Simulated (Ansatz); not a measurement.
## Lattice vibrations of ZrS$_{2}$ at Γ at 11 GPa

All numbers below come from Ansatz, DFT PBEsol, scalar-relativistic, plane waves, PAW. Settings: 420 eV plane-wave cutoff, Γ-centred 12×12×8 mesh, Gaussian smearing of 0.01 eV. No spin polarisation. Phonons by linear response, acoustic sum rule imposed.

The cell, relaxed at 11 GPa:
```yaml
crystal:
  lattice:
    - [3.46679, 0.00000, 0.00000]
    - [-1.73339, 3.00233, 0.00000]
    - [0.00000, 0.00000, 5.27385]
  atoms:
    - { symbol: Zr, position: [0.00000, 0.00000, 0.00000] }
    - { symbol: S, position: [0.33333, 0.66667, 0.28324] }
    - { symbol: S, position: [0.66667, 0.33333, 0.71676] }
```

In a metal, frequencies and elastic constants depend on the k mesh and the smearing, soft modes and shear constants most. A semilocal functional can close a gap that the real compound has.

(1) Is this structure stable against zone-centre distortions?

(2) List the optical modes at Γ (i marks imaginary ones).

## Answers

(1) Yes, at Γ: no optical mode is imaginary. Strains and other wave vectors aren't tested by this run.

(2)
| frequency (THz) | degeneracy |
| --- | --- |
| 5.83 | 2 |
| 7.87 | 2 |
| 10.90 | 1 |
| 11.04 | 1 |

Cost: 1 run of about 0.65 core-minutes, on AMD EPYC 9R45 (Zen 5) (shared hosts).